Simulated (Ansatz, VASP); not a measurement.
One calculation of AlCo, two programs

```
CELL_PARAMETERS angstrom
2.82661 0.00000 0.00000
0.00000 2.82661 0.00000
0.00000 0.00000 2.82661
ATOMIC_POSITIONS crystal
Al 0.00000 0.00000 0.00000
Co 0.50000 0.50000 0.50000
```

Alike in both runs: functional PBE; k mesh 14 × 14 × 14; occupations gaussian, width 0.1 eV; no spin polarisation.

Ansatz relaxed the structure, and its values are those at the end. VASP's run is a single point on that final structure, the one shown.

|  | VASP | Ansatz |
| --- | --- | --- |
| version | VASP 6.6.1 | Ansatz 0.2.0 |
| potentials or method | VASP PAW PBE potentials, release 64 (Al, Co) | scalar-relativistic, plane waves, PAW |
| plane-wave cutoff (eV) | 520 | 420 |
| valence electrons in the cell | 12 | 20 |

|  | VASP | Ansatz | Ansatz less VASP |
| --- | --- | --- | --- |
| gap on the k mesh at the Fermi level (eV) | none | none | - |
| pressure (GPa) | 4.7 | 5.1 | +0.33 |

A gap of «none» marks a metal or a gap that the smearing closes. The two sets of potentials don't hold the same shells in valence.

Spin polarisation is off, so any magnetic state and its effect on volume and gap are missing.
